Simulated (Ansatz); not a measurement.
**Li2O: the cell at several levels of theory, part 1 of 2**

Cell and atoms of Li2O in the antifluorite structure are relaxed in turn with PBE and r2SCAN.

Program: Ansatz 0.2.0. PAW datasets, plane waves, zero pressure. Spin-unpolarised throughout; all numbers are computed.

## Step 1: The cell

This is the cell as the run starts from it, not yet at rest; its lengths are not the crystal's.

It is cubic, Fm-3m (No. 225); conventional cell a = 4.128 Å, 5.86 Å³ an atom. O has 8 Li at 1.79 Å; Li has 4 O at 1.79 Å.

Coordinates:

Space group Fm-3m (No. 225). a = 4.128 Å, b = 4.128 Å, c = 4.128 Å, α = 90.00°, β = 90.00°, γ = 90.00°
```json
{"atom": "O", "site": "4a", "symmetry": "m-3m", "x": "0.0000", "y": "0.0000", "z": "0.0000"}
{"atom": "Li", "site": "8c", "symmetry": "-43m", "x": "0.2500", "y": "0.7500", "z": "0.7500"}
```

## Step 2: PBE: cell and atoms

File input.yaml:

```yaml
crystal:
  lattice:
    - [0.0, 2.0638470791, 2.0638470791]
    - [2.0638470791, 0.0, 2.0638470791]
    - [2.0638470791, 2.0638470791, 0.0]
  atoms:
    - { symbol: O, position: [0.0, 0.0, 0.0] }
    - { symbol: Li, position: [0.25, 0.25, 0.25] }
    - { symbol: Li, position: [0.75, 0.75, 0.75] }
kpoints:
  mp_grid: { grid: [10, 10, 10] }
hamiltonian:
  xc: pbe
scf:
  occupations: { method: fermi_dirac, width: 0.02 }
relax:
  f_tol: 0.005
  cell: {}
```

Command:

```console
$ ansatz run input.yaml --threads 2 --pin off --max-ram 2211MiB --backend cpu --events-out ev --progress --plain --runs-dir out
```

What it wrote:

```text
Warning: RAYON_NUM_THREADS=2 ignored (pool sized by the plan → 2); use --threads N
Engine: ansatz 0.2.0, aarch64-unknown-linux-gnu
Pseudopotentials: kind: paw
Pseudopotential: O, paw, valence charge 6, recommended cutoff 420 eV (normal), O.paw.azcp
Pseudopotential: Li, paw, valence charge 3, recommended cutoff 420 eV (normal), Li.paw.azcp
Functional definition: PBE
  parameter kappa = 0.804
  parameter beta = 0.06672455060314922
  exchange = pbe_x(kappa = kappa, mu = beta*pi^2/3)
  correlation = pbe_c(beta = beta)
Crystal: 3 atoms, lattice volume = 17.582 Å³
Basis set: ecut = 420 eV, 331 PW (Γ), exchange–correlation on 40×40×40 points (8 copies of the dense FFT grid, shifted against one another)
Bands: 10, of which v1, the nominal top of the filled ones, is band 6 counted from 1 (5 counted from 0)
Symmetry: 48 space group operations
Space group: Fm-3m (ITA 225), of the structure as read, at distance tolerance 2.6e-5 Å
k-points: 47 of 1000
Non-local potential: O, projectors of the file, l = 0: 2, l = 1: 2, l = 2: 1
Non-local potential: Li, projectors of the file, l = 0: 3, l = 1: 2, l = 2: 1
PAW form: soft (Blöchl's): semilocal exchange-correlation on the pseudo side does not see the compensation charge
PAW one-centre angular grid: O, 110 points (default); XC on 64 Gauss nodes
PAW one-centre angular grid: Li, 110 points (default); XC on 64 Gauss nodes
Initial density: superposition of atomic densities (neutral atoms: chi_scale 0, normalization atom), corrected by the library's trained network
Initial wavefunctions: pseudopotential atomic-orbital guess
Functional: x = pbe(κ = 0.804, μ = 0.2195149727645171), c = pbe(β = 0.06672455060314922)
SCF iter   1: F=—  HF=-978.973701 eV  |F-HF|=—  |Δ(HF+E_count)|=         —  Δρ=2.19e-3  dr2=7.49e-4  ethr=1.77e-3  ⟨swp⟩=5.6  Hψ=2679  notcnv=0
preconditioner: auto → none  [insulator: Δε(μ)=5.564 eV  Ē_g=19.221 eV  σ=0.020 eV  W_gap=1.00  n_scr=0 (ndim 8)  ℏωp=25.0 eV  f_vac=0.000  D(μ)=0.00/eV (n_scr^D=0)  ε∞_Penn≈2.7]
SCF iter   2: F=—  HF=-978.973260 eV  |F-HF|=—  |Δ(HF+E_count)|=   4.41e-4  Δρ=1.01e-3  dr2=4.94e-5  ethr=6.24e-6  ⟨swp⟩=2.6  Hψ=1177  notcnv=0
SCF iter   3: F=—  HF=-978.973198 eV  |F-HF|=—  |Δ(HF+E_count)|=   6.17e-5  Δρ=4.05e-4  dr2=1.23e-5  ethr=4.12e-7  ⟨swp⟩=2.8  Hψ=772  notcnv=0
SCF iter   4: F=—  HF=-978.973203 eV  |F-HF|=—  |Δ(HF+E_count)|=   5.09e-6  Δρ=8.67e-5  dr2=1.01e-6  ethr=1.03e-7  ⟨swp⟩=2.8  Hψ=769  notcnv=0
iter 5 did not close the SCF: its close was put off for the readings that it lacked (scf_convergence_deferred on its scf_iter line)
SCF iter   5: F=-978.973203 eV  HF=-978.973203 eV  |F-HF|=1.53e-8  |Δ(HF+E_count)|=   2.08e-7  Δρ=9.90e-6  dr2=8.09e-9  ethr=8.40e-9  ⟨swp⟩=2.1  Hψ=620  notcnv=0
SCF iter   6: F=-978.973203 eV  HF=-978.973203 eV  |F-HF|=4.74e-11  |Δ(HF+E_count)|=   1.95e-8  Δρ=1.88e-6  dr2=4.71e-10  ethr=6.74e-11  ⟨swp⟩=1.9  Hψ=1377  notcnv=0
SCF 1 converged in 6 iterations: F = -978.973203 eV  dr2 = 4.71e-10
relax step   1: F+E_penalty+E_count = -978.97320306 eV  Δ(F+E_penalty+E_count) = +0.000e0 eV  max|allowed force component| = 2.159e-17 eV/Å  Δτ_max = 0.0000 Å  P = +52.638 GPa  Ω = 17.582 Å³  (6 SCF iters, dr2 threshold 1.00e-7 eV, accepted)
Crystal: 3 atoms, lattice volume = 19.025 Å³
Basis set: ecut = 420 eV, 339 PW (Γ), exchange–correlation on 40×40×40 points (8 copies of the dense FFT grid, shifted against one another)
Initial density: handed on by an earlier stage of this run
Initial wavefunctions: those handed on with the density
iter 1 solved again at ethr=2.11e-4 eV; its pass at ethr=3.10e-3 eV (dr2=2.54e-2 eV) is discarded
SCF iter   1: F=—  HF=-979.359408 eV  |F-HF|=—  |Δ(HF+E_count)|=         —  Δρ=1.25e-2  dr2=2.54e-2  ethr=2.11e-4  ⟨swp⟩=1.0  Hψ=3568  notcnv=0
preconditioner: auto → none  [insulator: Δε(μ)=5.348 eV  Ē_g=18.335 eV  σ=0.020 eV  W_gap=1.00  n_scr=0 (ndim 8)  ℏωp=24.1 eV  f_vac=0.000  D(μ)=0.00/eV (n_scr^D=0)  ε∞_Penn≈2.7]
SCF iter   2: F=—  HF=-979.353472 eV  |F-HF|=—  |Δ(HF+E_count)|=   5.94e-3  Δρ=3.56e-3  dr2=2.60e-3  ethr=2.11e-4  ⟨swp⟩=2.6  Hψ=751  notcnv=0
SCF iter   3: F=—  HF=-979.353079 eV  |F-HF|=—  |Δ(HF+E_count)|=   3.93e-4  Δρ=6.39e-4  dr2=6.27e-5  ethr=2.17e-5  ⟨swp⟩=2.2  Hψ=790  notcnv=0
SCF iter   4: F=—  HF=-979.353018 eV  |F-HF|=—  |Δ(HF+E_count)|=   6.08e-5  Δρ=2.03e-5  dr2=2.23e-8  ethr=5.23e-7  ⟨swp⟩=2.1  Hψ=635  notcnv=0
iter 5 did not close the SCF: its close was put off for the readings that it lacked (scf_convergence_deferred on its scf_iter line)
SCF iter   5: F=-979.353018 eV  HF=-979.353018 eV  |F-HF|=1.05e-9  |Δ(HF+E_count)|=   2.10e-9  Δρ=4.61e-6  dr2=1.41e-9  ethr=1.86e-10  ⟨swp⟩=2.0  Hψ=752  notcnv=0
SCF iter   6: F=-979.353018 eV  HF=-979.353018 eV  |F-HF|=4.77e-12  |Δ(HF+E_count)|=   1.42e-9  Δρ=1.92e-7  dr2=2.41e-12  ethr=1.17e-11  ⟨swp⟩=1.9  Hψ=1336  notcnv=0
SCF 2 converged in 6 iterations: F = -979.353018 eV  dr2 = 2.41e-12
relax step   2: F+E_penalty+E_count = -979.35301785 eV  Δ(F+E_penalty+E_count) = -3.798e-1 eV  max|allowed force component| = 1.449e-16 eV/Å  Δτ_max = 0.0000 Å  P = +33.924 GPa  Ω = 19.025 Å³  energy of the carried Pulay correction = -5.834e-3 eV  (6 SCF iters, dr2 threshold 3.00e-7 eV, accepted)
Crystal: 3 atoms, lattice volume = 21.866 Å³
Basis set: ecut = 420 eV, 411 PW (Γ), exchange–correlation on 40×40×40 points (8 copies of the dense FFT grid, shifted against one another)
iter 1 solved again at ethr=5.45e-4 eV; its pass at ethr=3.10e-3 eV (dr2=6.54e-2 eV) is discarded
SCF iter   1: F=—  HF=-979.721236 eV  |F-HF|=—  |Δ(HF+E_count)|=         —  Δρ=1.87e-2  dr2=6.55e-2  ethr=5.45e-4  ⟨swp⟩=1.0  Hψ=3824  notcnv=0
preconditioner: auto → none  [insulator: Δε(μ)=5.060 eV  Ē_g=16.923 eV  σ=0.020 eV  W_gap=1.00  n_scr=8 (ndim 8)  ℏωp=22.5 eV  f_vac=0.007  D(μ)=0.00/eV (n_scr^D=0)  ε∞_Penn≈2.8]
SCF iter   2: F=—  HF=-979.707820 eV  |F-HF|=—  |Δ(HF+E_count)|=   1.34e-2  Δρ=5.80e-3  dr2=8.01e-3  ethr=5.45e-4  ⟨swp⟩=2.6  Hψ=751  notcnv=0
SCF iter   3: F=—  HF=-979.706820 eV  |F-HF|=—  |Δ(HF+E_count)|=   1.00e-3  Δρ=9.34e-4  dr2=1.87e-4  ethr=6.68e-5  ⟨swp⟩=2.1  Hψ=800  notcnv=0
SCF iter   4: F=—  HF=-979.706740 eV  |F-HF|=—  |Δ(HF+E_count)|=   8.01e-5  Δρ=4.74e-5  dr2=9.28e-8  ethr=1.56e-6  ⟨swp⟩=2.5  Hψ=770  notcnv=0
iter 5 did not close the SCF: its close was put off for the readings that it lacked (scf_convergence_deferred on its scf_iter line)
SCF iter   5: F=-979.706739 eV  HF=-979.706739 eV  |F-HF|=3.20e-8  |Δ(HF+E_count)|=   7.17e-7  Δρ=1.50e-5  dr2=1.38e-8  ethr=7.74e-10  ⟨swp⟩=3.0  Hψ=859  notcnv=0
SCF iter   6: F=-979.706739 eV  HF=-979.706739 eV  |F-HF|=1.48e-10  |Δ(HF+E_count)|=   2.58e-8  Δρ=1.70e-6  dr2=3.68e-10  ethr=1.15e-10  ⟨swp⟩=2.0  Hψ=1505  notcnv=0
SCF 3 converged in 6 iterations: F = -979.706739 eV  dr2 = 3.68e-10
relax step   3: F+E_penalty+E_count = -979.70673893 eV  Δ(F+E_penalty+E_count) = -3.537e-1 eV  max|allowed force component| = 1.850e-16 eV/Å  Δτ_max = 0.0000 Å  P = +9.163 GPa  Ω = 21.866 Å³  energy of the carried Pulay correction = -1.608e-2 eV  (6 SCF iters, dr2 threshold 3.00e-7 eV, accepted)
[... 12 lines left out ...]
relax step   4: F+E_penalty+E_count = -979.74298712 eV  Δ(F+E_penalty+E_count) = -3.625e-2 eV  max|allowed force component| = 1.110e-16 eV/Å  Δτ_max = 0.0000 Å  P = +1.214 GPa  Ω = 23.142 Å³  energy of the carried Pulay correction = -2.023e-2 eV  (6 SCF iters, dr2 threshold 3.00e-7 eV, accepted)
[... 12 lines left out ...]
relax step   5: F+E_penalty+E_count = -979.74312193 eV  Δ(F+E_penalty+E_count) = -1.348e-4 eV  max|allowed force component| = 2.005e-16 eV/Å  Δτ_max = 0.0000 Å  P = -0.007 GPa  Ω = 23.360 Å³  energy of the carried Pulay correction = -2.091e-2 eV  (6 SCF iters, dr2 threshold 3.00e-7 eV, accepted)
[... 11 lines left out ...]
relax step   6: F+E_penalty+E_count = -979.84151229 eV  Δ(F+E_penalty+E_count) = -9.839e-2 eV  max|allowed force component| = 1.388e-16 eV/Å  Δτ_max = 0.0000 Å  P = +5.133 GPa  Ω = 23.360 Å³  stress off target by 5.13e0 GPa  SCF on the basis re-selected at this cell (its energy is not comparable with the rows above)  (6 SCF iters)
[... 13 lines left out ...]
relax step   7: F+E_penalty+E_count = -979.85700912 eV  Δ(F+E_penalty+E_count) = -1.550e-2 eV  max|allowed force component| = 1.110e-16 eV/Å  Δτ_max = 0.0000 Å  P = +1.474 GPa  Ω = 24.301 Å³  energy of the carried Pulay correction = -3.587e-3 eV  (6 SCF iters, dr2 threshold 3.00e-7 eV, accepted)
[... 12 lines left out ...]
relax step   8: F+E_penalty+E_count = -979.85701720 eV  Δ(F+E_penalty+E_count) = -8.087e-6 eV  max|allowed force component| = 9.252e-17 eV/Å  Δτ_max = 0.0000 Å  P = +0.069 GPa  Ω = 24.714 Å³  energy of the carried Pulay correction = -5.544e-3 eV  (6 SCF iters, dr2 threshold 3.00e-7 eV, accepted)
[... 12 lines left out ...]
relax step   9: F+E_penalty+E_count = -979.85691109 eV  Δ(F+E_penalty+E_count) = +1.061e-4 eV  max|allowed force component| = 7.401e-17 eV/Å  Δτ_max = 0.0000 Å  P = -0.002 GPa  Ω = 24.736 Å³  energy of the carried Pulay correction = -5.655e-3 eV  (6 SCF iters, dr2 threshold 1.20e-8 eV, accepted)
iter 1 solved again at ethr=7.64e-7 eV; its pass at ethr=3.10e-3 eV (dr2=9.17e-5 eV) is discarded
SCF iter   1: F=—  HF=-979.862531 eV  |F-HF|=—  |Δ(HF+E_count)|=         —  Δρ=5.78e-4  dr2=1.11e-5  ethr=7.64e-7  ⟨swp⟩=2.0  Hψ=3684  notcnv=0
preconditioner: auto → none  [insulator: Δε(μ)=4.986 eV  Ē_g=15.885 eV  σ=0.020 eV  W_gap=1.00  n_scr=8 (ndim 8)  ℏωp=21.1 eV  f_vac=0.000  D(μ)=0.00/eV (n_scr^D=0)  ε∞_Penn≈2.8]
SCF iter   2: F=—  HF=-979.862708 eV  |F-HF|=—  |Δ(HF+E_count)|=   1.77e-4  Δρ=2.63e-4  dr2=1.69e-6  ethr=9.27e-8  ⟨swp⟩=2.2  Hψ=620  notcnv=0
SCF iter   3: F=—  HF=-979.862764 eV  |F-HF|=—  |Δ(HF+E_count)|=   5.62e-5  Δρ=3.86e-5  dr2=4.29e-8  ethr=1.40e-8  ⟨swp⟩=2.0  Hψ=658  notcnv=0
SCF iter   4: F=—  HF=-979.862765 eV  |F-HF|=—  |Δ(HF+E_count)|=   1.23e-6  Δρ=1.83e-6  dr2=5.25e-10  ethr=3.57e-10  ⟨swp⟩=2.0  Hψ=658  notcnv=0
iter 5 did not close the SCF: its close was put off for the readings that it lacked (scf_convergence_deferred on its scf_iter line)
SCF iter   5: F=-979.862765 eV  HF=-979.862765 eV  |F-HF|=4.55e-13  |Δ(HF+E_count)|=  5.77e-10  Δρ=1.85e-7  dr2=2.59e-12  ethr=4.38e-12  ⟨swp⟩=2.2  Hψ=638  notcnv=0
SCF iter   6: F=-979.862765 eV  HF=-979.862765 eV  |F-HF|=0.00e0  |Δ(HF+E_count)|=  1.36e-12  Δρ=2.53e-8  dr2=7.18e-14  ethr=1.00e-12  ⟨swp⟩=3.0  Hψ=1675  notcnv=0
SCF 10 converged in 6 iterations: F = -979.862765 eV  dr2 = 7.18e-14
relax step  10: F+E_penalty+E_count = -979.86276493 eV  Δ(F+E_penalty+E_count) = -5.854e-3 eV  max|allowed force component| = 1.110e-16 eV/Å  Δτ_max = 0.0000 Å  P = +0.049 GPa  Ω = 24.736 Å³  stress off target by 4.85e-2 GPa  SCF on the basis re-selected at this cell (its energy is not comparable with the rows above)  (6 SCF iters)
basis re-selected at this cell: Δ(F+E_penalty+E_count) = -5.854e-3 eV, ΔP = +0.050 GPa vs the last step (what re-selecting the basis moved, of the pressure what is left beyond the Pulay correction that the steps carried, after the strain that the cell walked since its last selection, with what the two solves' SCF thresholds leave and, on support functions, any second-order correction that the steps lacked; it is no measure of the basis error at this ecutwfc). This SCF's stress stands 4.85e-2 GPa from its target on what of the cell is left free (relax.cell.stress_tol is 5.00e-2 GPa) and its largest allowed force component is 1.11e-16 eV/Å (relax.f_tol is 5.00e-3 eV/Å): within both
SCF converged after 6 iterations
Free energy (F): -979.862765 eV
Harris-Foulkes:  -979.862765 eV  (|F-HF|=0.00e0)
Internal energy: -979.862765 eV  (E = F + TS)
E sigma→0 (E₀):  -979.862765 eV
Fermi energy:    5.404007 eV
--- Per-component energies (eV) ---
  E_band       = -174.018214
  E_kinetic    = 222.573167
  E_local      = -568.953304  (includes V_loc(G=0)·N_el)
  E_nonlocal   = -18.097902
  E_hartree    = 188.178433
  E_xc         = -97.539140
  E_vxc        = -124.824977  (∫ρ·V_xc dr)
  E_paw        = -200.211107  (= ΣΔE_a)
  E_vpaw       = -61.074681  (= ΣTr[D̂ρ^β])
  E_aug_tail   = 0.002614  (compensation charges beyond the density's cutoff)
  E_ewald      = -505.815525
  E_smearing   = -0.000000  (= −TS)
  E_closure    = 0.000000  (closes the sum)
  Σ components = -979.862765   (vs F -979.862765, Δ=0.00e0)
--- Forces (eV/Å), atoms counted from 1 ---
  atom   1  O     -0.00000000    -0.00000000    -0.00000000
  atom   2  Li     0.00000000     0.00000000     0.00000000
  atom   3  Li    -0.00000000    -0.00000000    -0.00000000
  max |Σ_I F_I| component: 1.85e-17 eV/Å
--- Stress (GPa, compression-positive) ---
        0.048515      -0.000000      -0.000000
       -0.000000       0.048515      -0.000000
       -0.000000      -0.000000       0.048515
  P = ⅓ Tr σ = 0.0485 GPa (0.485 kbar)
--- Relaxed structure (8 steps of the walk, 8 accepted, 2 SCFs on fresh bases) ---
  F+E_penalty+E_count = -979.86276493 eV   max|allowed force component| = 1.110e-16 eV/Å   (the final SCF, on the basis selected at the relaxed cell)
  cell:  # Å, volume = 24.7359 Å³
    - [-1.2929504418981278e-33, 2.312591891149134, 2.312591891149134]
    - [2.312591891149134, 2.50628590723139e-33, 2.312591891149134]
    - [2.312591891149134, 2.312591891149134, 9.553822561679235e-34]
  atoms:
    - { symbol: O, position: [-5.181873922680109e-34, 4.112611209230407e-34, 3.106532201575461e-34] }
    - { symbol: Li, position: [0.25, 0.25, 0.25] }
    - { symbol: Li, position: [0.75, 0.75, 0.75] }
```

Wall time 3.5 s (2 threads of an Arm CPU, shared host); peak memory 0.28 GiB.

Ionic steps:

| step | energy change (meV/atom) | largest force (eV/Å) | pressure (GPa) | volume (Å³/atom) |
| --- | --- | --- | --- | --- |
| 1 | 0.0 | 0.0000 | 52.64 | 5.861 |
| 2 | -126.6 | 0.0000 | 33.92 | 6.342 |
| 3 | -244.5 | 0.0000 | 9.16 | 7.289 |
| 4 | -256.6 | 0.0000 | 1.21 | 7.714 |
| 5 | -256.6 | 0.0000 | -0.01 | 7.787 |
| 6 | -289.4 | 0.0000 | 5.13 | 7.787 |
| 7 | -294.6 | 0.0000 | 1.47 | 8.100 |
| 8 | -294.6 | 0.0000 | 0.07 | 8.238 |
| 9 | -294.6 | 0.0000 | 0.00 | 8.245 |
| 10 | -296.5 | 0.0000 | 0.05 | 8.245 |

Steps 6, 10 solve the same cell on a plane-wave basis chosen anew, so the energy can jump there without a move.

The table lists every geometry solved, with passes on a fresh basis, whose energies don't compare exactly with the rows above.

```
                       before  after    change
                a (Å)   4.128  4.625  +12.05 %
     volume (Å³/atom)   5.861  8.245  +40.69 %
shortest distance (Å)   1.787  2.003  +12.05 %
          space group   Fm-3m  Fm-3m      same
```

(Continued in part 2 of 2.)
